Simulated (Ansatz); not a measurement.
# Σ11 (332) boundary in bcc Mo with Ta (substitutional): structure and resistance, part 2 of 2

Aim: the relaxed structure and the specific resistance of the Σ11 (332) boundary in bcc Mo with Ta (substitutional).

Ansatz 0.2.0; Ansatz plane-wave DFT, PBE, PAW files; relaxation of a bicrystal slab with its lowest layers held; PAW set soft_1 (the session's first sound run).

So far. Step 2 (Relaxing the bicrystal): The largest force component on a free atom ends at 0.015 eV/Å, under the tolerance of 0.03, after 10 steps.

## (3) Transmission across the boundary

Bulk layers of each grain are laid under and over the relaxed boundary, and a lead is named in the middle of each, away from the free faces. The mesh across the current, 14×12, is finer than the density's, because channels open and close sharply across the zone. Energies from -0.1 to 0.1 eV in steps of 0.05 eV are too few for the program's thermal sum, so it prints no conductance; for a metal the transmission near the Fermi level serves, at a fraction of the cost.

This step: Ansatz plane-wave DFT, PBE, PAW files; ballistic transport by layer matching (Landauer), zero bias; boundary relaxed in a short slab, bulk layers laid on; PAW set soft_1 (Ansatz 0.2.0).

System of this step: Σ11 (332) boundary in bcc Mo with Ta (substitutional). The cell holds 64 atoms: 63 Mo and 1 Ta. Its edges and angles: a = 4.451 Å, b = 5.219 Å, c = 50.694 Å, α = 90.0°, β = 90.0°, γ = 90.0°. It derives from Mo. Regions: lower grain, 26 atoms (26 Mo); boundary, 17 atoms (16 Mo and 1 Ta); upper grain, 21 atoms (21 Mo). Vacuum lies along c.

The input, input.yaml:

```yaml
crystal:
  lattice:
    - [4.4505300808, 0.0, 0.0]
    - [0.0, 5.2187091076, 0.0]
    - [0.0, 0.0, 50.6942961977]
  atoms:
    - { symbol: Mo, position: [-17.0, 9.2727272729, 0.0789043403] }
    - { symbol: Mo, position: [-16.5, 9.0000000002, 0.0921394122] }
    - { symbol: Mo, position: [-16.0, 8.7272727275, 0.1053744841] }
    - { symbol: Mo, position: [-15.5, 8.4545454547, 0.118609556] }
    - { symbol: Mo, position: [-15.0, 8.181818182, 0.1318446279] }
    - { symbol: Mo, position: [-14.5, 7.9090909093, 0.1450796998] }
    - { symbol: Mo, position: [-14.0, 7.6363636365, 0.1583147716] }
    - { symbol: Mo, position: [-13.5, 7.3636363638, 0.1715498435] }
    - { symbol: Mo, position: [-13.0, 7.0909090911, 0.1847849154] }
    - { symbol: Mo, position: [-12.5, 6.8181818184, 0.1980199873] }
    - { symbol: Mo, position: [-12.0, 6.5454545456, 0.2112550592] }
    - { symbol: Mo, position: [-11.5, 6.2727272729, 0.2244901311] }
    - { symbol: Mo, position: [-11.0, 6.0000000002, 0.237725203] }
    - { symbol: Mo, position: [-10.5, 5.7272727274, 0.2509602749] }
    - { symbol: Mo, position: [-10.0, 5.4545454547, 0.2641953467] }
    - { symbol: Mo, position: [-9.5, 5.181818182, 0.2774304186] }
    - { symbol: Mo, position: [-9.0, 4.9090909092, 0.2906654905] }
    - { symbol: Mo, position: [-8.5, 4.6363636365, 0.3039005624] }
    - { symbol: Mo, position: [-8.0, 4.3636363638, 0.3171356343] }
    - { symbol: Mo, position: [-7.5, 4.090909091, 0.3303707062] }
    - { symbol: Mo, position: [-7.0, 3.8181818183, 0.3436057781] }
    - { symbol: Mo, position: [-6.5, 3.5454545456, 0.3568408499] }
    - { symbol: Mo, position: [-6.0, 3.2727272728, 0.3700759218] }
    - { symbol: Mo, position: [-5.5, 3.0000000001, 0.3833109937] }
    - { symbol: Mo, position: [-5.0, 2.7272727274, 0.3965460656] }
    - { symbol: Mo, position: [-4.5, 2.4545454546, 0.4097811375] }
    - { symbol: Mo, position: [0.0, 0.1818181819, 0.4230162094] }
    - { symbol: Mo, position: [0.5, 0.9125353952, 0.4353151529] }
    - { symbol: Mo, position: [0.0, 0.6365745468, 0.4489852344] }
    - { symbol: Mo, position: [0.5, 0.3654796266, 0.4628462174] }
    - { symbol: Mo, position: [0.0, 0.0925304054, 0.4758932305] }
    - { symbol: Mo, position: [0.5, 0.8224391574, 0.4895941527] }
    - { symbol: Mo, position: [0.0, 0.540094355, 0.5018632051] }
    - { symbol: Mo, position: [0.5, 0.2825546956, 0.518055196] }
    - { symbol: Ta, position: [0.0, -0.0127137967, 0.5273562625] }
    - { symbol: Mo, position: [0.0, 0.4708815005, 0.5526853404] }
    - { symbol: Mo, position: [0.5, 0.7339883302, 0.559747265] }
    - { symbol: Mo, position: [0.0, 0.0073825533, 0.5790952418] }
    - { symbol: Mo, position: [0.5, 0.2836201276, 0.5885724061] }
    - { symbol: Mo, position: [0.0, 0.5552242879, 0.6032445683] }
    - { symbol: Mo, position: [0.5, 0.8267311218, 0.6161346004] }
    - { symbol: Mo, position: [0.0, 0.1028830306, 0.6294888216] }
    - { symbol: Mo, position: [0.5, 0.3744867918, 0.6431591501] }
    - { symbol: Mo, position: [-5.0, 2.6472140645, 0.6563942219] }
    - { symbol: Mo, position: [-5.5, 2.9199413372, 0.6696292938] }
    - { symbol: Mo, position: [-6.0, 3.19266861, 0.6828643657] }
    - { symbol: Mo, position: [-6.5, 3.4653958827, 0.6960994376] }
    - { symbol: Mo, position: [-7.0, 3.7381231554, 0.7093345095] }
    - { symbol: Mo, position: [-7.5, 4.0108504281, 0.7225695814] }
    - { symbol: Mo, position: [-8.0, 4.2835777009, 0.7358046533] }
    - { symbol: Mo, position: [-8.5, 4.5563049736, 0.7490397251] }
    - { symbol: Mo, position: [-9.0, 4.8290322463, 0.762274797] }
    - { symbol: Mo, position: [-9.5, 5.1017595191, 0.7755098689] }
    - { symbol: Mo, position: [-10.0, 5.3744867918, 0.7887449408] }
    - { symbol: Mo, position: [-10.5, 5.6472140645, 0.8019800127] }
    - { symbol: Mo, position: [-11.0, 5.9199413373, 0.8152150846] }
    - { symbol: Mo, position: [-11.5, 6.19266861, 0.8284501565] }
    - { symbol: Mo, position: [-12.0, 6.4653958827, 0.8416852284] }
    - { symbol: Mo, position: [-12.5, 6.7381231555, 0.8549203002] }
    - { symbol: Mo, position: [-13.0, 7.0108504282, 0.8681553721] }
    - { symbol: Mo, position: [-13.5, 7.2835777009, 0.881390444] }
    - { symbol: Mo, position: [-14.0, 7.5563049737, 0.8946255159] }
    - { symbol: Mo, position: [-14.5, 7.8290322464, 0.9078605878] }
    - { symbol: Mo, position: [-15.0, 8.1017595191, 0.9210956597] }
kpoints:
  mp_grid: { grid: [6, 5, 1] }
hamiltonian:
  xc: pbe
  pseudopotentials: { kind: paw, azcp: { folder: soft_1 } }
scf:
  occupations: { method: fermi_dirac, width: 0.1 }
output:
  transmission:
    leads: [[14, 15], [52, 53]]
    kmesh: [14, 12]
    e_range: [-0.1, 0.1]
    de: 0.05
  write_potential: true
  write_density: true
  volumetric_format: npy
  elf: true
```

Command:

```sh
$ ansatz run input.yaml --threads 4 --pin off --max-ram 15360MiB --backend cpu --events-out ev --progress --plain --runs-dir out
```

Numbers of over 12 decimals in the logs are rounded to 6 here.

Output:

```text
[...]
Crystal: 64 atoms, lattice volume = 1177.427 Å³
Basis set: ecut = 420 eV, 23079 PW (Γ)
Bands: 537, of which v1, the nominal top of the filled ones, is band 448 counted from 1 (447 counted from 0)
Symmetry: 2 space group operations
[...]
k-points: 12 of 30 (time reversal used)
[...]
SCF iter   1: F=—  HF=-322199.388749 eV  |F-HF|=—  |Δ(HF+E_count)|=         —  Δρ=1.00e-1  dr2=9.24e2  ethr=3.10e-3  ⟨swp⟩=6.0  Hψ=25712  notcnv=0
[...]
SCF iter  14: F=-322153.239034 eV  HF=-322153.239034 eV  |F-HF|=5.82e-10  |Δ(HF+E_count)|=  4.66e-10  Δρ=1.43e-7  dr2=5.73e-10  ethr=1.00e-12  ⟨swp⟩=1.0  Hψ=15325  notcnv=0
SCF 1 converged in 14 iterations: F = -322153.239034 eV  dr2 = 5.73e-10
[...]
transmission: 384 of 3808 steps passed
transmission: 768 of 3808 steps passed
[...]
transmission: 3808 of 3808 steps passed
WARN: The input density's exchange-correlation potential varies sharply where the density is thin. Do not read a vacuum level from v_tot or v_xc, or from such a field of the output density. On a cell that repeats whose density bears no net charge and no dipole along the vacuum's axis use v_es (v_loc + v_h of the components); under efield.dipole_correction with no amplitude use v_es + v_field, which holds any external [...]
SCF converged after 14 iterations
an eigenvalue changed by more than its tolerance at an iteration that met the thresholds in force, so the SCF went on 2 times: the last check was not made
the last check of whether an eigenvalue changes by more than its tolerance under the output density was not made (no_room)
Free energy (F): -322153.239034 eV
[...]
Internal energy: -322151.679999 eV  (E = F + TS)
E sigma→0 (E₀):  -322152.459517 eV
Entropy (-TS):   -1.559036 eV (-24.360 meV/atom)
Fermi energy:    17.347882 eV
[...]
--- Band table (eV; the first three rows and the last of 12) ---
  k-point 0: bands = [... 444 lower, 17.2058, 17.2853, 17.3170, 17.3575, 17.5045, 17.5967, 17.6065, 17.6721, ... 85 higher]
  k-point 1: bands = [... 444 lower, 17.1634, 17.2542, 17.2979, 17.3075, 17.3775, 17.4264, 17.4694, 17.4804, ... 85 higher]
  k-point 2: bands = [... 444 lower, 17.2611, 17.3154, 17.3399, 17.3796, 17.3967, 17.4665, 17.5440, 17.5739, ... 85 higher]
  k-point 11: bands = [... 444 lower, 17.2891, 17.3387, 17.4383, 17.4627, 17.5051, 17.5655, 17.5962, 17.6184, ... 85 higher]
--- Transmission ---
  basis      : 203 plane waves across, 68 finite elements along
  points     : 56, standing for a mesh of 14 x 12
  energies   : 5 from -0.100000 to 0.100000 eV about the Fermi level, 0.050000 eV apart; the leads are filled to 0.000000 eV, and channels, transmission and decay are at 0.000000 eV
  crystal 0  : Mo4, at the sites [14, 15], period 2.6838 Å, over 18.12 Å; its Hamiltonian steps by up to 15.8 meV
    offset         : up to 0.0000 Å between an atom of the period and one for which it stands
    channels       : 3.845238e0 a spin
    conductance    : none, the energies end too early or step too widely for 300 K: set another output.transmission.e_range or a lower de, or, where they end at an eighth of basis.ecutwfc, a higher one
[...]
channels       : 3.845238e0 a spin
[...]
junction   : crystal 0 to crystal 1, 13.06 to 36.97 Å
    transmission   : 1.695972e0 a spin
[...]
```

The job ended after 31 min (4 threads of Arm Neoverse V1, shared host; peak memory 11 GiB; 1.9 h of CPU time).

The column dr2 measures how far the density is from self-consistency, as an energy; F and HF (Harris–Foulkes) agree once it is small.

This step gave:

| Quantity | Value |
| --- | --- |
| free energy | -322153.2390 eV |
| energy at zero smearing | -322152.4595 eV |
| Fermi energy | 17.35 eV |
| cell area | 23.23 Å² |
| transmission per spin nearest the Fermi level | 1.696 |
| open channels per spin nearest the Fermi level | 3.845 |
| open channels per spin, upper lead | 3.845 |
| step of the lead's potential | 15.8 meV |
| step of the upper lead's potential | 28.4 meV |

Per spin. Transmission, zone mean against energy, zero at the Fermi level:

| energy (eV) | transmission, zone mean |
| --- | --- |
| -0.1000 | 1.63 |
| -0.0500 | 1.68 |
| 0.0000 | 1.70 |
| 0.0500 | 1.69 |
| 0.1000 | 1.73 |

Per spin. Open channels, zone mean, lead = upper lead against energy, zero at the Fermi level:

| energy (eV) | open channels, zone mean, lead = upper lead |
| --- | --- |
| -0.1000 | 3.60 |
| -0.0500 | 3.80 |
| 0.0000 | 3.85 |
| 0.0500 | 3.81 |
| 0.1000 | 3.93 |

Transmission over k1 and k2. At 0.0000 eV from the Fermi level.

Values, 12 rows by 14 columns:
```
1.54 1.64 1.63 1.22 1.07 1.61 1.60 1.41 1.60 1.61 1.07 1.22 1.63 1.64
1.62 1.61 1.19 0.79 0.94 1.22 1.57 1.64 1.57 1.22 0.94 0.79 1.19 1.61
1.74 1.22 0.41 1.30 0.99 1.49 2.08 2.26 2.08 1.49 0.99 1.30 0.41 1.22
2.47 2.47 2.82 1.97 1.51 1.71 1.91 1.72 1.91 1.71 1.51 1.97 2.82 2.47
3.14 2.97 2.77 2.14 1.44 1.68 2.56 2.34 2.56 1.68 1.44 2.14 2.77 2.97
3.65 3.25 2.23 1.61 1.15 2.05 2.53 2.39 2.53 2.05 1.15 1.61 2.23 3.25
3.14 2.97 2.77 2.14 1.44 1.68 2.56 2.34 2.56 1.68 1.44 2.14 2.77 2.97
2.47 2.47 2.82 1.97 1.51 1.71 1.91 1.72 1.91 1.71 1.51 1.97 2.82 2.47
1.74 1.22 0.41 1.30 0.99 1.49 2.08 2.26 2.08 1.49 0.99 1.30 0.41 1.22
1.62 1.61 1.19 0.79 0.94 1.22 1.57 1.64 1.57 1.22 0.94 0.79 1.19 1.61
1.54 1.64 1.63 1.22 1.07 1.61 1.60 1.41 1.60 1.61 1.07 1.22 1.63 1.64
0.11 0.66 1.06 1.26 0.78 1.66 1.42 1.47 1.42 1.66 0.78 1.26 1.06 0.66
```
Columns: k1 (b1) from -0.5 to 0.429; rows upwards: k2 (b2) from -0.5 to 0.417.

Open channels over k1 and k2. At 0.0000 eV from the Fermi level.

Ten even steps from '_' (1.00) to '@' (6.00):
```
**%%**==::**%%%%%%**::==**%%
**%%**::==**********==::**%%
****====**==%%%%%%==**====**
****%%====**********====%%**
****%%**====%%%%%%====**%%**
@@@@%%==::**********::==%%@@
****%%**====%%%%%%====**%%**
****%%====**********====%%**
****====**==%%%%%%==**====**
**%%**::==**********==::**%%
**%%**==::**%%%%%%**::==**%%
::::====__**@@@@@@**__====::
```
Columns: k1 (b1) from -0.5 to 0.429; rows upwards: k2 (b2) from -0.5 to 0.417.

Electrostatic potential energy in the cb plane at fractional x = 0.000, with atoms of Mo and Ta within 0.2 Å of it. With pseudopotentials it is smooth inside the atoms' cores, unlike the true potential.

Ten even steps from '0' (-63 eV) to '9' (18 eV), each cell a mean:
```
99999999999999755799852136896201589876689999
89975579999999999999974457998545799999999999
89841147998767999999988789999988999999986578
89730026996323799988889999999999877899952136
99841137984001589853469998889998523589840015
99975569985102589620148985346897200379851026
99998899997435799620038973003797300379975458
77799999999878999742258962003798533589998889
32479998889999999976789984225899877899999998
00159985346999988999999998678999999988899986
10158962014899755689999999999999999854579973
43479962003898411379987789998656899620158973
87899974225897300269864357996312698510048985
99999997668998411379852136885100489631269998
```
Columns run along c (16.0 Å, from fractional 0.36 to 0.68 of the cell; values clipped at the 3rd and 97th percentile), rows up along b (5.2 Å). Atoms in or near the plane, at fractional coordinates: Mo at (0.37, 0.27), Mo at (0.40, 0.73), Mo at (0.42, 0.18), Mo at (0.45, 0.64), Mo at (0.48, 0.09), Mo at (0.50, 0.54), Ta at (0.53, 0.99), Mo at (0.55, 0.47), Mo at (0.58, 0.01), Mo at (0.60, 0.56), Mo at (0.63, 0.10), Mo at (0.66, 0.65).

Valence density in the cb plane at fractional x = 0.000, with atoms of Mo and Ta within 0.2 Å of it. It is the smooth field of the valence electrons, not physical close to the nuclei.

Ten even steps from '0' (0.3 e/Å³) to '9' (7.0 e/Å³), each cell a mean:
```
00000000000000022100036552002687200011100000
00002210000000000000013420000232000000000000
00037740000111000000000000000000000000001210
00159961001564100000000000000000010000026741
00037841003897200024410000000000255200038972
00012210002796200169840002441001599510037861
00000000001342000169940015984101599510002320
01000000000000000136520016994100255200000000
46410000000000000011100003652000001000000000
89720002431000000000000000110000000000000002
89720016983000023100000000000000000023200014
45300027994000378410000100000121000269720015
00000014652001599610014531001575200279830002
00000000110000377410036552003898300147620000
```
Columns run along c (16.0 Å, from fractional 0.36 to 0.68 of the cell), rows up along b (5.2 Å). Atoms in or near the plane, at fractional coordinates: Mo at (0.37, 0.27), Mo at (0.40, 0.73), Mo at (0.42, 0.18), Mo at (0.45, 0.64), Mo at (0.48, 0.09), Mo at (0.50, 0.54), Ta at (0.53, 0.99), Mo at (0.55, 0.47), Mo at (0.58, 0.01), Mo at (0.60, 0.56), Mo at (0.63, 0.10), Mo at (0.66, 0.65).

ELF in the cb plane at fractional x = 0.000, with atoms of Mo and Ta within 0.2 Å of it. It is the smooth field of the valence electrons, not physical close to the nuclei.

Values, 8 rows by 16 columns, each cell a mean:
```
0.32 0.26 0.31 0.30 0.31 0.36 0.28 0.41 0.58 0.40 0.48 0.58 0.30 0.30 0.31 0.31
0.30 0.59 0.51 0.29 0.43 0.32 0.31 0.30 0.35 0.30 0.27 0.30 0.27 0.33 0.40 0.35
0.29 0.61 0.52 0.41 0.61 0.42 0.34 0.53 0.36 0.29 0.28 0.39 0.56 0.28 0.57 0.58
0.31 0.34 0.27 0.37 0.63 0.34 0.54 0.59 0.34 0.63 0.47 0.50 0.60 0.36 0.46 0.54
0.47 0.33 0.29 0.28 0.28 0.31 0.43 0.48 0.30 0.61 0.51 0.31 0.51 0.33 0.27 0.29
0.61 0.42 0.39 0.56 0.32 0.25 0.30 0.28 0.33 0.35 0.31 0.31 0.30 0.33 0.28 0.39
0.61 0.33 0.54 0.60 0.30 0.58 0.52 0.30 0.37 0.36 0.38 0.33 0.34 0.64 0.44 0.46
0.27 0.33 0.39 0.43 0.29 0.61 0.55 0.41 0.55 0.41 0.56 0.60 0.34 0.63 0.46 0.29
```
Columns run along c (16.0 Å, from fractional 0.36 to 0.68 of the cell), rows up along b (5.2 Å). Atoms in or near the plane, at fractional coordinates: Mo at (0.37, 0.27), Mo at (0.40, 0.73), Mo at (0.42, 0.18), Mo at (0.45, 0.64), Mo at (0.48, 0.09), Mo at (0.50, 0.54), Ta at (0.53, 0.99), Mo at (0.55, 0.47), Mo at (0.58, 0.01), Mo at (0.60, 0.56), Mo at (0.63, 0.10), Mo at (0.66, 0.65).

Over the solved energies the transmission per spin lies between 1.63 and 1.73, out of 3.80 channels of the lead on average (up to 3.93). The log calls the step of a lead's potential too much.

## (4) Specific resistance

This step: Ansatz plane-wave DFT, PBE, PAW files; ballistic transport by layer matching (Landauer), zero bias; specific resistance of the boundary; PAW set soft_1 (Ansatz 0.2.0).

This step gave:

| Quantity | Value |
| --- | --- |
| area resistance | 0.9891 fΩ m² |
| T over the leads' mean channel count | 0.4440 |

Averaged over the energies near the Fermi level, 44.4 % of the channels pass, which makes 0.989 fΩ m².

By hand, with T and the leads' channels N averaged over the energies near the Fermi level: RA = A (h/2e²)(1/T − ½[1/N₁ + 1/N₂]) = 23.23×10⁻²⁰ m² × 12 906 Ω × (1/1.685 − ½[1/3.795 + 1/3.795]) = 0.989 fΩ m².

## (5) What came out

```yaml
specific_resistance_of_the_boundary: 0.989 fΩ m²
share_of_channels_that_pass: 0.444
```

In words: The boundary has a specific resistance of 0.99 fΩ m². The boundary reflects 56 % of the channels; 0.99 fΩ m² is 9.9×10⁻¹² Ω·cm². That equals the resistance of 18 nm of bulk Mo at 300 K (measured 5.52 µΩ cm, CRC Handbook of Chemistry and Physics, 84th ed., 2003, Electrical Resistivity of Pure Metals). One Ta in 23.2 Å² of boundary is a high coverage. In the relaxation the upper grain slid sideways by about 0.4 Å, so the result belongs to the position that it found, not to the starting one. Each plane of this narrow cell holds one atom, so the solute fills a whole plane. One starting structure was relaxed; another shift or atom count at the boundary may lie lower. Spin-orbit coupling is left out, which matters for Ta. A lead's potential steps by up to 28 meV from period to period, which the log calls too much, so longer leads could move the result.

[Logs are printed without paths, hosts, clocks, repeated set-up lines and the standing remarks that a program may print on its own settings, such as how far it seeks lower states.]

[Hosts, paths, dates, database ids (printed as entryN), source tags and the programs' standing remarks are cut or masked in the printed files.]
